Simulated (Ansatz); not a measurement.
**Ag(111) with 4 layers of random Ag-Rh, 2x2: scattering by chemical disorder**

Aim: the residual resistivity of a random alloy, from Ag(111) with 4 layers of random Ag-Rh, 2x2 and longer regions.

Program: Ansatz 0.2.0. Level of theory: Ansatz plane-wave DFT, PBE, PAW files; ballistic transport by layer matching (Landauer), zero bias; PAW set soft_1. Results are calculated unless marked as measured.

## Step 1: Set-up

The cell holds 40 atoms: 38 Ag and 2 Rh. Its edges and angles: a = 5.779 Å, b = 5.779 Å, c = 23.651 Å, α = 93.5°, β = 86.5°, γ = 120.0°. It derives from Ag. Regions: lead, 24 atoms (24 Ag); scattering region, 16 atoms (14 Ag and 2 Rh). The structure is stacked along c, and the current runs across the ab planes.

## Step 2: With 4 alloy layers

In 4 layers a share of 0.125 of the sites is given to Rh at random. The layers about the cell's end stay perfect and serve as the lead. Energies from -0.05 to 0.05 eV in steps of 0.05 eV are too few for the program's thermal sum, so it prints no conductance; for a metal the transmission near the Fermi level serves, at a fraction of the cost.

input.yaml reads:

```yaml
crystal:
  lattice:
    - [5.7787594586, 0.0, 0.0]
    - [-2.8893797293, 5.0045524935, 0.0]
    - [1.4446898646, -0.8340920822, 23.5916866996]
  atoms:
    - { symbol: Ag, position: [0.9916666667, 0.0083333333, 0.05] }
    - { symbol: Ag, position: [0.9916666667, 0.5083333333, 0.05] }
    - { symbol: Ag, position: [0.4916666667, 0.0083333333, 0.05] }
    - { symbol: Ag, position: [0.4916666667, 0.5083333333, 0.05] }
    - { symbol: Ag, position: [0.1416666667, 0.3583333333, 0.15] }
    - { symbol: Ag, position: [0.1416666667, 0.8583333333, 0.15] }
    - { symbol: Ag, position: [0.6416666667, 0.3583333333, 0.15] }
    - { symbol: Ag, position: [0.6416666667, 0.8583333333, 0.15] }
    - { symbol: Ag, position: [0.2916666667, 0.2083333333, 0.25] }
    - { symbol: Ag, position: [0.2916666667, 0.7083333333, 0.25] }
    - { symbol: Ag, position: [0.7916666667, 0.2083333333, 0.25] }
    - { symbol: Ag, position: [0.7916666667, 0.7083333333, 0.25] }
    - { symbol: Ag, position: [0.9416666667, 0.0583333333, 0.35] }
    - { symbol: Ag, position: [0.9416666667, 0.5583333333, 0.35] }
    - { symbol: Ag, position: [0.4416666667, 0.0583333333, 0.35] }
    - { symbol: Ag, position: [0.4416666667, 0.5583333333, 0.35] }
    - { symbol: Ag, position: [0.0916666667, 0.4083333333, 0.45] }
    - { symbol: Ag, position: [0.0916666667, 0.9083333333, 0.45] }
    - { symbol: Ag, position: [0.5916666667, 0.4083333333, 0.45] }
    - { symbol: Ag, position: [0.5916666667, 0.9083333333, 0.45] }
    - { symbol: Ag, position: [0.2416666667, 0.2583333333, 0.55] }
    - { symbol: Ag, position: [0.2416666667, 0.7583333333, 0.55] }
    - { symbol: Ag, position: [0.7416666667, 0.2583333333, 0.55] }
    - { symbol: Ag, position: [0.7416666667, 0.7583333333, 0.55] }
    - { symbol: Rh, position: [0.8916666667, 0.1083333333, 0.65] }
    - { symbol: Ag, position: [0.8916666667, 0.6083333333, 0.65] }
    - { symbol: Ag, position: [0.3916666667, 0.1083333333, 0.65] }
    - { symbol: Rh, position: [0.3916666667, 0.6083333333, 0.65] }
    - { symbol: Ag, position: [0.0416666667, 0.4583333333, 0.75] }
    - { symbol: Ag, position: [0.0416666667, 0.9583333333, 0.75] }
    - { symbol: Ag, position: [0.5416666667, 0.4583333333, 0.75] }
    - { symbol: Ag, position: [0.5416666667, 0.9583333333, 0.75] }
    - { symbol: Ag, position: [0.1916666667, 0.3083333333, 0.85] }
    - { symbol: Ag, position: [0.1916666667, 0.8083333333, 0.85] }
    - { symbol: Ag, position: [0.6916666667, 0.3083333333, 0.85] }
    - { symbol: Ag, position: [0.6916666667, 0.8083333333, 0.85] }
    - { symbol: Ag, position: [0.8416666667, 0.1583333333, 0.95] }
    - { symbol: Ag, position: [0.8416666667, 0.6583333333, 0.95] }
    - { symbol: Ag, position: [0.3416666667, 0.1583333333, 0.95] }
    - { symbol: Ag, position: [0.3416666667, 0.6583333333, 0.95] }
kpoints:
  mp_grid: { grid: [4, 4, 1] }
hamiltonian:
  xc: pbe
  pseudopotentials: { kind: paw, azcp: { folder: soft_1 } }
scf:
  occupations: { method: fermi_dirac, width: 0.1 }
output:
  transmission: { leads: [[0, 4]], kmesh: [8, 8], e_range: [-0.05, 0.05], de: 0.05 }
  write_potential: true
  write_density: true
  volumetric_format: npy
```

The run is started by

```console
$ ansatz run input.yaml --threads 4 --pin off --max-ram 15360MiB --backend cpu --events-out ev --progress --plain --runs-dir out
```

Numbers of over 12 decimals in the logs are rounded to 6 here.

Log:

```text
Engine: ansatz 0.2.0, aarch64-unknown-linux-gnu
Pseudopotentials: kind: paw
Pseudopotential: Ag, paw, valence charge 19, recommended cutoff 420 eV (normal), soft_1/Ag.paw.azcp
Pseudopotential: Rh, paw, valence charge 17, recommended cutoff 420 eV (normal), soft_1/Rh.paw.azcp
Functional definition: PBE
  parameter kappa = 0.804
  parameter beta = 0.066725
  exchange = pbe_x(kappa = kappa, mu = beta*pi^2/3)
  correlation = pbe_c(beta = beta)
Crystal: 40 atoms, lattice volume = 682.274 Å³
Basis set: ecut = 420 eV, 13363 PW (Γ)
Bands: 454, of which v1, the nominal top of the filled ones, is band 378 counted from 1 (377 counted from 0)
Symmetry: 8 space group operations
Space group: P2/m (ITA 10), of the structure as read, at distance tolerance 8.8e-5 Å
k-points: 7 of 16
Non-local potential: Ag, projectors of the file, l = 0: 3, l = 1: 2, l = 2: 2, l = 3: 1
Non-local potential: Rh, projectors of the file, l = 0: 3, l = 1: 2, l = 2: 2, l = 3: 1
PAW form: soft (Blöchl's): semilocal exchange-correlation on the pseudo side does not see the compensation charge
PAW one-centre angular grid: Ag, 590 points (default); XC on 64 Gauss nodes
PAW one-centre angular grid: Rh, 590 points (default); XC on 64 Gauss nodes
Initial density: superposition of atomic densities (chi_scale 0.1, normalization cell, long waves of neutral atoms (reshape's long-wave potential 2.74 eV rms, cloud 2.87 Å wide))
Initial wavefunctions: pseudopotential atomic-orbital guess
Functional: x = pbe(κ = 0.804, μ = 0.219515), c = pbe(β = 0.066725)
SCF iter   1: F=—  HF=-301260.417659 eV  |F-HF|=—  |Δ(HF+E_count)|=         —  Δρ=9.87e-2  dr2=1.84e2  ethr=3.10e-3  ⟨swp⟩=4.0  Hψ=9462  notcnv=0  defer=61
preconditioner: auto → Kerker (q_TF=auto, 2.775 Å⁻¹)  [metal: Δε(μ)=0.033 eV  Ē_g=10.081 eV  σ=0.100 eV  W_gap=0.08  n_scr=260 (ndim 8)  ℏωp=29.7 eV  f_vac=0.000  D(μ)=16.29/eV (n_scr^D=90)]
SCF iter   2: F=—  HF=-301250.441964 eV  |F-HF|=—  |Δ(HF+E_count)|=    9.98e0  Δρ=5.20e-2  dr2=5.98e1  ethr=3.10e-3  ⟨swp⟩=3.0  Hψ=5744  notcnv=0  defer=363
SCF iter   3: F=—  HF=-301247.348554 eV  |F-HF|=—  |Δ(HF+E_count)|=    3.09e0  Δρ=1.33e-2  dr2=2.70e0  ethr=3.10e-3  ⟨swp⟩=2.0  Hψ=3272  notcnv=0  defer=363
SCF iter   4: F=—  HF=-301247.286307 eV  |F-HF|=—  |Δ(HF+E_count)|=   6.22e-2  Δρ=3.88e-3  dr2=2.41e-1  ethr=3.57e-4  ⟨swp⟩=2.0  Hψ=4631  notcnv=0  defer=363
SCF iter   5: F=—  HF=-301247.297702 eV  |F-HF|=—  |Δ(HF+E_count)|=   1.14e-2  Δρ=1.63e-3  dr2=6.39e-2  ethr=3.18e-5  ⟨swp⟩=1.7  Hψ=2811  notcnv=0  defer=363
SCF iter   6: F=—  HF=-301247.296925 eV  |F-HF|=—  |Δ(HF+E_count)|=   7.77e-4  Δρ=5.89e-4  dr2=1.39e-2  ethr=8.45e-6  ⟨swp⟩=2.0  Hψ=2856  notcnv=0  defer=363
SCF iter   7: F=—  HF=-301247.296644 eV  |F-HF|=—  |Δ(HF+E_count)|=   2.81e-4  Δρ=1.73e-4  dr2=1.67e-3  ethr=1.84e-6  ⟨swp⟩=1.0  Hψ=2805  notcnv=0  defer=363
SCF iter   8: F=—  HF=-301247.296611 eV  |F-HF|=—  |Δ(HF+E_count)|=   3.39e-5  Δρ=7.18e-5  dr2=2.98e-4  ethr=2.21e-7  ⟨swp⟩=1.0  Hψ=2805  notcnv=0  defer=363
SCF iter   9: F=—  HF=-301247.296594 eV  |F-HF|=—  |Δ(HF+E_count)|=   1.70e-5  Δρ=4.69e-5  dr2=8.56e-5  ethr=3.94e-8  ⟨swp⟩=1.0  Hψ=2805  notcnv=0  defer=363
SCF iter  10: F=—  HF=-301247.295715 eV  |F-HF|=—  |Δ(HF+E_count)|=   8.79e-4  Δρ=6.27e-6  dr2=2.28e-6  ethr=1.13e-8  ⟨swp⟩=1.0  Hψ=2966  notcnv=0  defer=365
SCF iter  11: F=—  HF=-301247.295715 eV  |F-HF|=—  |Δ(HF+E_count)|=   1.05e-9  Δρ=2.03e-6  dr2=2.19e-7  ethr=3.01e-10  ⟨swp⟩=1.1  Hψ=2806  notcnv=0  defer=365
SCF iter  12: F=-301247.295715 eV  HF=-301247.295715 eV  |F-HF|=2.79e-8  |Δ(HF+E_count)|=   1.63e-9  Δρ=7.96e-7  dr2=2.95e-8  ethr=1.32e-11  ⟨swp⟩=7.9  Hψ=11430  notcnv=0
SCF 1 converged in 12 iterations: F = -301247.295715 eV  dr2 = 2.95e-8
  greatest PAW one-centre occupation: 1.001 electrons in one spin orbital (limit 2), on the Ag atom at site 26 (counted from 0), in its partial waves of l = 0
transmission: 72 of 651 steps passed
transmission: 138 of 651 steps passed
[...]
transmission: 651 of 651 steps passed
SCF converged after 12 iterations
Free energy (F): -301247.295715 eV
Harris-Foulkes:  -301247.295715 eV  (|F-HF|=2.79e-8)
Internal energy: -301246.763706 eV  (E = F + TS)
E sigma→0 (E₀):  -301247.029710 eV
Entropy (-TS):   -0.532009 eV (-13.300 meV/atom)
Fermi energy:    17.144061 eV
--- Per-component energies (eV) ---
  E_band       = -9308.154763
  E_kinetic    = 18844.696527
  E_local      = -82889.125947  (includes V_loc(G=0)·N_el)
  E_nonlocal   = 1805.035141
  E_hartree    = 40331.505245
  E_xc         = -6448.962612
  E_vxc        = -8158.668341  (∫ρ·V_xc dr)
  E_paw        = -157507.334475  (= ΣΔE_a)
  E_vpaw       = -19573.119831  (= ΣTr[D̂ρ^β])
  E_aug_tail   = 0.014720  (compensation charges beyond the density's cutoff)
  E_ewald      = -115382.592305
  E_smearing   = -0.532009  (= −TS)
  E_closure    = -0.000000  (closes the sum)
  Σ components = -301247.295715   (vs F -301247.295715, Δ=0.00e0)
--- Band table (eV; the first three rows and the last of 7) ---
  k-point 0: bands = [... 374 lower, 17.3766, 17.3996, 17.4382, 17.7587, 17.7704, 17.7958, 17.8312, 18.0667, ... 72 higher]
  k-point 1: bands = [... 374 lower, 16.8616, 16.9153, 16.9973, 17.0327, 17.1047, 17.2322, 17.2913, 17.6302, ... 72 higher]
  k-point 2: bands = [... 374 lower, 16.6980, 16.6980, 16.8704, 16.8704, 17.1921, 17.1921, 17.6274, 17.6274, ... 72 higher]
  k-point 6: bands = [... 374 lower, 16.8174, 16.8442, 16.8547, 16.9505, 17.0665, 17.3985, 17.5829, 17.6714, ... 72 higher]
--- Transmission ---
  basis      : 253 plane waves across, 31 finite elements along
  points     : 21, standing for a mesh of 8 x 8
  energies   : 3 from -0.050000 to 0.050000 eV about the Fermi level, 0.050000 eV apart; the leads are filled to 0.000000 eV, and channels, transmission and decay are at 0.000000 eV
  crystal 0  : Ag4, at the sites [0, 4], period 2.3592 Å, over 21.23 Å; its Hamiltonian steps by up to 13.0 meV
    offset         : up to 0.0000 Å between an atom of the period and one for which it stands
    channels       : 3.234375e0 a spin
    conductance    : none, the energies end too early or step too widely for 300 K: set another output.transmission.e_range or a lower de, or, where they end at an eighth of basis.ecutwfc, a higher one
  junction   : crystal 0 to crystal 0, 4.02 to 25.25 Å
    transmission   : 2.217995e0 a spin
    conductance    : none, the energies end too early or step too widely for 300 K: set another output.transmission.e_range or a lower de, or, where they end at an eighth of basis.ecutwfc, a higher one
```

Wall time 5.2 min (4 threads of Arm Neoverse V1, shared host); peak memory 5.4 GiB; 18 min of CPU time.

This step gave:

```
free energy                                    : -301247.2957 eV
energy at zero smearing                        : -301247.0297 eV
Fermi energy                                   : 17.14 eV
cell area                                      : 28.92 Å²
transmission per spin nearest the Fermi level  : 2.218
open channels per spin nearest the Fermi level : 3.234
step of the lead's potential                   : 13 meV
```

Per spin. Transmission, zone mean against energy, zero at the Fermi level:

```tsv
energy (eV)	transmission, zone mean
-0.0500	2.17
0.0000	2.22
0.0500	2.25
```

Per spin. The open channels, zone mean, lead by energy, zero at the Fermi level:

```tsv
energy (eV)	open channels, zone mean, lead
-0.0500	3.33
0.0000	3.23
0.0500	3.23
```

Transmission over k1 and k2. At 0.0000 eV from the Fermi level.

Ten even steps from '_' (1.37) to '@' (3.00):
```
--@@++--==--%%##
##++@@--**==@@%%
--------__--==--
====**__##__**==
----==--__------
##%%@@==**--@@++
--##%%--==--++@@
@@--##--==--##--
```
Columns: k1 (b1) from -0.5 to 0.375; rows upwards: k2 (b2) from -0.5 to 0.375.

Open channels over k1 and k2. At 0.0000 eV from the Fermi level.

Ten even steps from '0' (3.00) to '9' (4.00):
```
09009000
00909000
00000000
99900099
00000000
00009090
00009009
90009000
```
Columns: k1 (b1) from -0.5 to 0.375; rows upwards: k2 (b2) from -0.5 to 0.375.

Over the solved energies the transmission per spin lies between 2.17 and 2.25, out of 3.27 channels of the lead on average (up to 3.33).

## Step 3: With 8 alloy layers

In 8 layers a share of 0.125 of the sites is given to Rh at random. A fresh draw is used; the growth of the resistance with length is what counts.

System of this step: Ag(111) with 8 layers of random Ag-Rh, 2x2. The cell holds 56 atoms: 52 Ag and 4 Rh. Its edges and angles: a = 5.779 Å, b = 5.779 Å, c = 33.070 Å, α = 87.5°, β = 92.5°, γ = 120.0°. It derives from Ag. Regions: lead, 24 atoms (24 Ag); scattering region, 32 atoms (28 Ag and 4 Rh). The structure is stacked along c, and the current runs across the ab planes.

input.yaml reads:

```yaml
crystal:
  lattice:
    - [5.7787594586, 0.0, 0.0]
    - [-2.8893797293, 5.0045524935, 0.0]
    - [-1.4446898646, 0.8340920822, 33.0283613795]
  atoms:
    - { symbol: Ag, position: [0.005952381, 0.994047619, 0.0357142857] }
    - { symbol: Ag, position: [0.005952381, 0.494047619, 0.0357142857] }
    - { symbol: Ag, position: [0.505952381, 0.994047619, 0.0357142857] }
    - { symbol: Ag, position: [0.505952381, 0.494047619, 0.0357142857] }
    - { symbol: Ag, position: [0.1845238095, 0.3154761905, 0.1071428571] }
    - { symbol: Ag, position: [0.1845238095, 0.8154761905, 0.1071428571] }
    - { symbol: Ag, position: [0.6845238095, 0.3154761905, 0.1071428571] }
    - { symbol: Ag, position: [0.6845238095, 0.8154761905, 0.1071428571] }
    - { symbol: Ag, position: [0.3630952381, 0.1369047619, 0.1785714286] }
    - { symbol: Ag, position: [0.3630952381, 0.6369047619, 0.1785714286] }
    - { symbol: Ag, position: [0.8630952381, 0.1369047619, 0.1785714286] }
    - { symbol: Ag, position: [0.8630952381, 0.6369047619, 0.1785714286] }
    - { symbol: Ag, position: [0.0416666667, 0.9583333333, 0.25] }
    - { symbol: Ag, position: [0.0416666667, 0.4583333333, 0.25] }
    - { symbol: Rh, position: [0.5416666667, 0.9583333333, 0.25] }
    - { symbol: Ag, position: [0.5416666667, 0.4583333333, 0.25] }
    - { symbol: Ag, position: [0.2202380952, 0.2797619048, 0.3214285714] }
    - { symbol: Ag, position: [0.2202380952, 0.7797619048, 0.3214285714] }
    - { symbol: Ag, position: [0.7202380952, 0.2797619048, 0.3214285714] }
    - { symbol: Ag, position: [0.7202380952, 0.7797619048, 0.3214285714] }
    - { symbol: Ag, position: [0.3988095238, 0.1011904762, 0.3928571429] }
    - { symbol: Ag, position: [0.3988095238, 0.6011904762, 0.3928571429] }
    - { symbol: Ag, position: [0.8988095238, 0.1011904762, 0.3928571429] }
    - { symbol: Ag, position: [0.8988095238, 0.6011904762, 0.3928571429] }
    - { symbol: Ag, position: [0.0773809524, 0.9226190476, 0.4642857143] }
    - { symbol: Ag, position: [0.0773809524, 0.4226190476, 0.4642857143] }
    - { symbol: Ag, position: [0.5773809524, 0.9226190476, 0.4642857143] }
    - { symbol: Ag, position: [0.5773809524, 0.4226190476, 0.4642857143] }
    - { symbol: Rh, position: [0.255952381, 0.244047619, 0.5357142857] }
    - { symbol: Ag, position: [0.255952381, 0.744047619, 0.5357142857] }
    - { symbol: Ag, position: [0.755952381, 0.244047619, 0.5357142857] }
    - { symbol: Ag, position: [0.755952381, 0.744047619, 0.5357142857] }
    - { symbol: Ag, position: [0.4345238095, 0.0654761905, 0.6071428571] }
    - { symbol: Ag, position: [0.4345238095, 0.5654761905, 0.6071428571] }
    - { symbol: Ag, position: [0.9345238095, 0.0654761905, 0.6071428571] }
    - { symbol: Ag, position: [0.9345238095, 0.5654761905, 0.6071428571] }
    - { symbol: Ag, position: [0.1130952381, 0.8869047619, 0.6785714286] }
    - { symbol: Ag, position: [0.1130952381, 0.3869047619, 0.6785714286] }
    - { symbol: Rh, position: [0.6130952381, 0.8869047619, 0.6785714286] }
    - { symbol: Ag, position: [0.6130952381, 0.3869047619, 0.6785714286] }
    - { symbol: Ag, position: [0.2916666667, 0.2083333333, 0.75] }
    - { symbol: Ag, position: [0.2916666667, 0.7083333333, 0.75] }
    - { symbol: Ag, position: [0.7916666667, 0.2083333333, 0.75] }
    - { symbol: Rh, position: [0.7916666667, 0.7083333333, 0.75] }
    - { symbol: Ag, position: [0.4702380952, 0.0297619048, 0.8214285714] }
    - { symbol: Ag, position: [0.4702380952, 0.5297619048, 0.8214285714] }
    - { symbol: Ag, position: [0.9702380952, 0.0297619048, 0.8214285714] }
    - { symbol: Ag, position: [0.9702380952, 0.5297619048, 0.8214285714] }
    - { symbol: Ag, position: [0.1488095238, 0.8511904762, 0.8928571429] }
    - { symbol: Ag, position: [0.1488095238, 0.3511904762, 0.8928571429] }
    - { symbol: Ag, position: [0.6488095238, 0.8511904762, 0.8928571429] }
    - { symbol: Ag, position: [0.6488095238, 0.3511904762, 0.8928571429] }
    - { symbol: Ag, position: [0.3273809524, 0.1726190476, 0.9642857143] }
    - { symbol: Ag, position: [0.3273809524, 0.6726190476, 0.9642857143] }
    - { symbol: Ag, position: [0.8273809524, 0.1726190476, 0.9642857143] }
    - { symbol: Ag, position: [0.8273809524, 0.6726190476, 0.9642857143] }
kpoints:
  mp_grid: { grid: [4, 4, 1] }
hamiltonian:
  xc: pbe
  pseudopotentials: { kind: paw, azcp: { folder: soft_1 } }
scf:
  occupations: { method: fermi_dirac, width: 0.1 }
output:
  transmission: { leads: [[0, 4]], kmesh: [8, 8], e_range: [-0.05, 0.05], de: 0.05 }
  write_potential: true
  write_density: true
  volumetric_format: npy
```

Log:

```text
[...]
Crystal: 56 atoms, lattice volume = 955.184 Å³
Basis set: ecut = 420 eV, 18759 PW (Γ)
Bands: 634, of which v1, the nominal top of the filled ones, is band 528 counted from 1 (527 counted from 0)
Symmetry: 2 space group operations
[...]
k-points: 7 of 16 (time reversal used)
[...]
SCF iter   1: F=—  HF=-420337.639587 eV  |F-HF|=—  |Δ(HF+E_count)|=         —  Δρ=9.43e-2  dr2=1.58e2  ethr=3.10e-3  ⟨swp⟩=4.0  Hψ=13200  notcnv=0  defer=83
[...]
SCF iter  13: F=-420320.438383 eV  HF=-420320.438383 eV  |F-HF|=3.22e-8  |Δ(HF+E_count)|=   1.16e-8  Δρ=8.14e-7  dr2=3.36e-8  ethr=9.47e-12  ⟨swp⟩=8.4  Hψ=16421  notcnv=0
SCF 1 converged in 13 iterations: F = -420320.438383 eV  dr2 = 3.36e-8
[...]
transmission: 96 of 945 steps passed
transmission: 190 of 945 steps passed
[...]
transmission: 945 of 945 steps passed
SCF converged after 13 iterations
Free energy (F): -420320.438383 eV
[...]
Internal energy: -420319.670094 eV  (E = F + TS)
E sigma→0 (E₀):  -420320.054239 eV
Entropy (-TS):   -0.768289 eV (-13.719 meV/atom)
Fermi energy:    17.087688 eV
[...]
--- Band table (eV; the first three rows and the last of 7) ---
  k-point 0: bands = [... 524 lower, 17.2661, 17.4914, 17.5583, 17.5732, 17.5796, 17.8034, 17.8393, 18.0005, ... 102 higher]
  k-point 1: bands = [... 524 lower, 16.9248, 17.0616, 17.0840, 17.1235, 17.1800, 17.2453, 17.3154, 17.4002, ... 102 higher]
  k-point 2: bands = [... 524 lower, 16.8048, 16.9502, 16.9725, 17.0935, 17.1760, 17.2353, 17.2814, 17.3788, ... 102 higher]
  k-point 6: bands = [... 524 lower, 16.7528, 16.8019, 16.8756, 17.0301, 17.0322, 17.1803, 17.2271, 17.2331, ... 102 higher]
--- Transmission ---
  basis      : 253 plane waves across, 45 finite elements along
  points     : 21, standing for a mesh of 8 x 8
[...]
channels       : 3.234375e0 a spin
[...]
junction   : crystal 0 to crystal 0, 0.70 to 31.37 Å
    transmission   : 1.524615e0 a spin
[...]
```

The job ended after 10 min (4 threads; peak memory 8.1 GiB).

This step gave:

```
free energy                                   : -420320.4384 eV
energy at zero smearing                       : -420320.0542 eV
Fermi energy                                  : 17.09 eV
transmission per spin nearest the Fermi level : 1.525
step of the lead's potential                  : 29.5 meV
```

Per spin. The transmission, zone mean by energy, zero at the Fermi level:

```tsv
energy (eV)	transmission, zone mean
-0.0500	1.51
0.0000	1.52
0.0500	1.57
```

Over the solved energies the transmission per spin lies between 1.51 and 1.57, out of 3.27 channels of the lead on average (up to 3.33). The log calls the step of a lead's potential too much.

(Continued in part 2 of 2.)

[Logs are printed without paths, hosts, clocks, repeated set-up lines and the standing remarks that a program may print on its own settings, such as how far it seeks lower states.]

[Hosts, paths, dates, database ids (printed as entryN), source tags and the programs' standing remarks are cut or masked in the printed files.]
